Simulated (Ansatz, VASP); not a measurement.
## One calculation of Co, two programs

```
Co
1.0
     2.48736    0.00000    0.00000
    -1.24368    2.15412    0.00000
     0.00000    0.00000    4.06329
Co
2
Direct
  0.33333 0.66667 0.74014
  0.66667 0.33333 0.25986
```

Alike in both runs: task single point; functional PBE; k mesh 12 × 12 × 7; occupations fermi-dirac, width 0.05 eV; collinear spin.

|  | VASP | Ansatz |
| --- | --- | --- |
| version | VASP 6.6.1 | Ansatz 0.2.0 |
| potentials or method | VASP PAW PBE potentials, release 64 (Co), cutoff 520 eV | all-electron LAPW, scalar-relativistic |

Ansatz gave:

* gap on the k mesh at the Fermi level (eV): none
* pressure (GPa): 0.7
* largest component of the traceless stress (GPa): 1.89
* rms of the force components (eV/Å): 0.283
* net moment per atom (μB): 1.64
* size of the moment on the site where the two differ most (μB): 1.70

Problem. Estimate VASP's values.

Solution. gap on the k mesh at the Fermi level (eV): none; pressure (GPa): 0.0; largest component of the traceless stress (GPa): 1.93; rms of the force components (eV/Å): 0.278; net moment per atom (μB): 1.63; size of the moment on the site where the two differ most (μB): 1.65.

Site moments also hang on the region over which each program counts them. Atom by atom the forces differ by 0.005 eV/Å (rms over components). A gap of «none» marks a metal or a gap that the smearing closes. Ansatz ran all-electron here, so the differences hold the error of VASP's frozen core and of both bases.
